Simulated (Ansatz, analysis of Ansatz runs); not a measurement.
# Hyperfine coupling of the NV- centre in diamond (PBEsol), part 2 of 2

How near does this set-up come to the measured hyperfine coupling? Subject: NV- centre in diamond. Set-up: PBEsol, 64-site cell, PBEsol lattice, 420 eV, k: the single point 1/4 1/4 1/4 then 2x2x2 shifted 0.5 0.5 0.5. The model is a cell of 64 host atoms with 1 site emptied and N put on another atom's site. The isotropic coupling follows from the spin density at the nucleus, the nuclear g-factor and the total spin. A local or semilocal functional is the cheapest first rung.

Ansatz 0.2.0; PBEsol, 64-site cell, PBEsol lattice, 420 eV, k: the single point 1/4 1/4 1/4 then 2x2x2 shifted 0.5 0.5 0.5.

So far: Starting point; Relaxation, charge −1.

**3. Contact spin densities**

The relaxed structure is kept, and the final numbers are taken at the final level and k-points.

This step: plane-wave PAW DFT, PBEsol; single point of a defect supercell.

The input, point/input.yaml:

```yaml
crystal:
  lattice:
    - [7.10761702, 0.0, 0.0]
    - [0.0, 7.10761702, 0.0]
    - [0.0, 0.0, 7.10761702]
  atoms:
    - { symbol: C, position: [-0.0016897, -0.001208741, 0.249480435] }
    - { symbol: C, position: [-0.001682826, 0.249614875, -0.001335515] }
    - { symbol: C, position: [0.24913102, -0.001206703, -0.001339059] }
    - { symbol: "N", position: [0.239012142, 0.239482072, 0.239360624] }
    - { symbol: C, position: [0.12555256, 0.12603149, 0.369069665] }
    - { symbol: C, position: [0.125566584, 0.36920702, 0.125908643] }
    - { symbol: C, position: [0.368717276, 0.126036237, 0.125901939] }
    - { symbol: C, position: [-0.000355234, 0.000129352, 0.749021123] }
    - { symbol: C, position: [0.00163585, 0.251162337, 0.497732806] }
    - { symbol: C, position: [0.250679221, 0.002115797, 0.497735263] }
    - { symbol: C, position: [0.249932015, 0.250416146, 0.748807931] }
    - { symbol: C, position: [0.124691734, 0.12517653, 0.873949348] }
    - { symbol: C, position: [0.127343447, 0.376373312, 0.623089638] }
    - { symbol: C, position: [0.375889888, 0.127826756, 0.623088336] }
    - { symbol: C, position: [0.374857473, 0.375341147, 0.87512496] }
    - { symbol: C, position: [0.001635278, 0.497867709, 0.251034021] }
    - { symbol: C, position: [-0.000354366, 0.749152519, -6.977e-06] }
    - { symbol: C, position: [0.250686997, 0.497869808, 0.001980173] }
    - { symbol: C, position: [0.249929277, 0.748944762, 0.250280127] }
    - { symbol: C, position: [0.127338374, 0.623222517, 0.376241488] }
    - { symbol: C, position: [0.124689403, 0.874080044, 0.125040139] }
    - { symbol: C, position: [0.375891336, 0.623222269, 0.127689853] }
    - { symbol: C, position: [0.374851033, 0.875263091, 0.375201092] }
    - { symbol: C, position: [-0.000804147, 0.499407456, 0.750467136] }
    - { symbol: C, position: [-0.000809577, 0.750599303, 0.499273076] }
    - { symbol: C, position: [0.244172116, 0.508508585, 0.508374511] }
    - { symbol: C, position: [0.250473709, 0.750937692, 0.750802309] }
    - { symbol: C, position: [0.125120794, 0.624075806, 0.87595625] }
    - { symbol: C, position: [0.125115024, 0.876088863, 0.623942764] }
    - { symbol: C, position: [0.373998652, 0.624724167, 0.624591747] }
    - { symbol: C, position: [0.37431716, 0.875399082, 0.875262769] }
[... 24 lines left out ...]
    - { symbol: C, position: [0.499448864, 0.499929861, 0.749580472] }
    - { symbol: C, position: [0.499444477, 0.74971377, 0.499794709] }
    - { symbol: C, position: [0.749234908, 0.499928466, 0.49979712] }
    - { symbol: C, position: [0.749331696, 0.749815772, 0.749677727] }
    - { symbol: C, position: [0.62453046, 0.625009584, 0.875183147] }
    - { symbol: C, position: [0.624525968, 0.875317904, 0.624875216] }
    - { symbol: C, position: [0.874833666, 0.625008354, 0.624877481] }
    - { symbol: C, position: [0.87453915, 0.875023744, 0.874886755] }
total_charge: -1
basis:
  ecutwfc: 420
  xc_grid: 2
hamiltonian:
  xc: pbesol
kpoints:
  mp_grid: { grid: [2, 2, 2], shift: [0.5, 0.5, 0.5] }
magnetization:
  spin_polarized: true
  initial_magnetization: 2
  spin_locking: { lock_magnetization: hard }
scf:
  occupations: { method: fermi_dirac, width: 0.01 }
  max_iter: 120
output:
  forces: true
  efg: {}
  eigenvalues: true
checkpoint:
  read: "../relax.run"
```

Launch:

```
$ ansatz run input.yaml --threads 2 --pin off --max-ram 3768MiB --backend cpu --events-out ev --progress --plain --runs-dir out
```

Numbers of over 12 decimals in the logs are rounded to 6 here.

The program printed:

```text
[...]
Warning: at least one further symmetry operation maps every atom of the structure, as the run holds it, onto an atom to within 1.31e-5 (fractional), and is not used: to satisfy it, and what else the atoms miss by up to 2.00e-5, twice [...]
[...]
Crystal: 63 atoms, lattice volume = 359.064 Å³
Basis set: ecut = 420 eV, 7075 PW (Γ), exchange–correlation on 96×96×96 points (8 copies of the dense FFT grid, shifted against one another)
Bands: 191, of which v1, the nominal top of the filled ones, is band 127 counted from 1 (126 counted from 0)
Symmetry: 1 space group operations
[...]
k-points: 4 of 8 (time reversal used)
[...]
Starting moments: Σ|m| = 2 μB on 63 of 63 sites; this step starts from the density that it was given
[...]
atom  26  C  V_zz =    -2.060305   η = 0.0767   by run symmetry: allowed
[...]
atom  32  C  V_zz =    +0.295130   η = 0.9648   by run symmetry: allowed
[...]
atom  33  C  V_zz =    +0.295260   η = 0.9643   by run symmetry: allowed
[...]
atom  36  C  V_zz =    -0.817578   η = 0.4206   by run symmetry: allowed
[...]
atom  41  C  V_zz =    -2.060815   η = 0.0768   by run symmetry: allowed
[...]
atom  48  C  V_zz =    -2.060632   η = 0.0768   by run symmetry: allowed
[...]
--- Band table (eV; the first three rows and the last of 8) ---
[...]
[... further k-points left out ...]
[key lines of the parts left out:]
SCF converged after 6 iterations
Magnetization: 2.0000 μB (128.0000 up, 126.0000 down)
Free energy (F): -15651.267930 eV
Fermi energy:    15.211897 (↑ 16.393960, ↓ 14.838566) eV
```

Run time: 33 s. Hardware: 2 threads of Intel Xeon Platinum 8488C (Sapphire Rapids), shared host; peak memory 1.2 GiB.

Reading the cycles: dr2 is the Hartree energy of the density residual (eV), the measure of convergence; HF is the Harris–Foulkes estimate of the energy, which meets the free energy F at convergence.

Read from the output:

```yaml
free_energy: -15651.2679 eV
total_moment: 2 μB
integral_of_the_absolute_spin_density: 2.189 μB
spin_contamination: 0.006564
```

The largest moments in the atoms' spheres: C26 0.24, C48 0.24, C41 0.24, C24 0.02, C25 0.02, C49 0.02 μB.

Contact couplings A = (2/3) μ0 ge μB gN μN ρs / (2S h), for each element's most abundant magnetic isotope:

| atom | isotope | distance from the centre (Å) | contact spin density (e/Å³) | A (MHz) |
| --- | --- | --- | --- | --- |
| C41 | 13C | 1.63 | 1.34 | 111.5 |
| C48 | 13C | 1.63 | 1.34 | 111.4 |
| C26 | 13C | 1.63 | 1.34 | 111.4 |
| C24 | 13C | 3.88 | 0.179 | 14.9 |
| C25 | 13C | 3.88 | 0.179 | 14.9 |
| C49 | 13C | 3.88 | 0.179 | 14.9 |
| C40 | 13C | 3.87 | 0.179 | 14.9 |
| C50 | 13C | 3.87 | 0.179 | 14.9 |
| C42 | 13C | 3.87 | 0.179 | 14.9 |
| C27 | 13C | 3.88 | 0.151 | 12.6 |

**4. Summary of results**

| Quantity | Value |
| --- | --- |
| 14N, isotropic | -1.9 MHz |
| integral of the absolute spin density | 2.19 μB |
| time of the whole chain | 63 s on 2 threads |

**Reading.** 14N, isotropic: computed -1.9 MHz, measured -2.51 MHz; 0.6 MHz (24 %) smaller in size than the measurement. Only the isotropic (Fermi contact) part is computed, with core polarisation; no vibrational averaging. Limits: the periodic copies of the defect are only 7.1 Å apart.

[Logs are printed without paths, hosts, clocks, repeated set-up lines and the standing remarks that a program may print on its own settings, such as how far it seeks lower states.]

[Hosts, paths, dates, database ids (printed as entryN), source tags and the programs' standing remarks are cut or masked in the printed files.]

[For some hosts the program warned that the k-mesh of the response run may be too coarse for force constants and the static dielectric constant; such warnings are not shown here.]
